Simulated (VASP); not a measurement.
**CuO (Tenorite): equation of state with PBE**

Crystal: CuO (Tenorite).

```
Cu O
1.0
     2.34185   -1.71130    0.00000
     2.34185    1.71130    0.00000
    -0.85003    0.00000    5.05787
Cu O
2 2
Direct
  0.50000 0.00000 0.50000
  0.00000 0.50000 0.00000
  0.41840 0.58160 0.75000
  0.58160 0.41840 0.25000
```

| Property | Result |
| --- | --- |
| Program | VASP 6.6.1 |
| Task | equation of state |
| Functional | PBE |
| Potentials or basis | VASP PAW PBE potentials, release 64 (Cu, O) |
| Cutoff | 520 eV |
| k mesh | 10 × 10 × 5 |
| Occupations | fermi-dirac, width 0.05 eV |
| Spin | no spin polarisation |

* Equilibrium volume: 10.52 Å³/atom
* Bulk modulus at fixed shape and positions: 161 GPa
* Pressure derivative of the bulk modulus: 4.7

Energy against volume, from the lowest point:
```
volume (Å³/atom)  energy (meV/atom)
           9.527              57.30
           9.730              34.97
           9.932              18.66
          10.135               7.78
          10.338               1.72
          10.540               0.00
          10.743               2.17
```

All runs of the series together: 6.3 min on 1 thread of Intel(R) Xeon(R) 6975P-C (Granite Rapids) (shared host).

Caveat: the cell was scaled at fixed shape and fractional positions, which overstates the stiffness of a crystal with free parameters, most of all of layers and chains; the run has no spin polarisation, though such a crystal can be magnetic.
